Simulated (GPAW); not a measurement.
Crystal: AlN.

```
CELL_PARAMETERS angstrom
3.11300 0.00000 0.00000
-1.55650 2.69594 0.00000
0.00000 0.00000 4.98100
ATOMIC_POSITIONS crystal
Al 0.66667 0.33333 0.50000
Al 0.33333 0.66667 0.00000
N 0.66667 0.33333 0.88000
N 0.33333 0.66667 0.38000
```

Base run:

```yaml
Program: GPAW 26.7.0
Functional: PBE
Potentials_or_basis: GPAW PAW data sets (gpaw-data 1.2.1)
Cutoff: 600 eV
Basis: pw
k_mesh: 8 × 8 × 5
Occupations: fermi-dirac, width 0.05 eV
Spin: no spin polarisation
```

Its results: band gap on the k mesh 4.20 eV, direct; pressure -1.6 GPa; largest force 0.133 eV/Å.

Q: The run is repeated on the same cell with these changes: potentials or basis from GPAW PAW data sets (gpaw-data 1.2.1) to JTH PAW 2.0, PBE; cutoff from 600 eV to 800 eV; k mesh from 8 × 8 × 5 to 7 × 7 × 4. What comes out?

A: Band gap on the k mesh 4.21 eV, direct; pressure 3.8 GPa; largest force 0.131 eV/Å.

Caveats: the cutoff is short for stress and forces, so pressures can be off by a GPa or more (some runs); the program truncates these outside data sets (some runs).
